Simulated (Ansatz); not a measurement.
LiI (rock salt, Fm-3m), PBEsol in the plane-wave PAW code Ansatz: ε∞ = 4.34, cell volume 51.40 Å³. Infrared-active transverse modes:

```json
[
 {"ω_TO (cm⁻¹)": "158.2", "oscillator strength S_xx (e²/amu)": "0.2555"}
]
```

Compute the static dielectric constant.

Each mode adds (4.921e7/V) S/ω²: 9.78. So ε0 = 14.1.

What LO frequency does the Lyddane–Sachs–Teller relation give?

ω_LO = ω_TO √(ε0/ε∞) = 285 cm⁻¹.

The cell was relaxed with PBEsol under the symmetry of its start; of distortions, only those at the zone centre were tested. Spin–orbit coupling is left out wherever it is not named.

Potentials: the later of the program's two PAW sets.
